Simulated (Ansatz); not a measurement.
CsI (CsCl type, Pm-3m), DFT-LDA in the program Ansatz with PAW potentials: ε∞ = 3.71, cell volume 85.26 Å³. Infrared-active transverse modes:

```
ω_TO (cm⁻¹)  oscillator strength S_xx (e²/amu)
-----------  ---------------------------------
68.4                                   0.02671
```

Task: Compute the static dielectric constant.

Result: Each mode adds (4.921e7/V) S/ω²: 3.29. So ε0 = 7.00.

Task: What LO frequency does the Lyddane–Sachs–Teller relation give?

Result: ω_LO = ω_TO √(ε0/ε∞) = 94 cm⁻¹.

The LDA relaxation kept the symmetry of its start; phonons on a q-mesh show no instability. Scalar-relativistic: spin–orbit coupling is off unless named, which matters more the heavier the elements.

Potentials: the later of the program's two PAW sets.
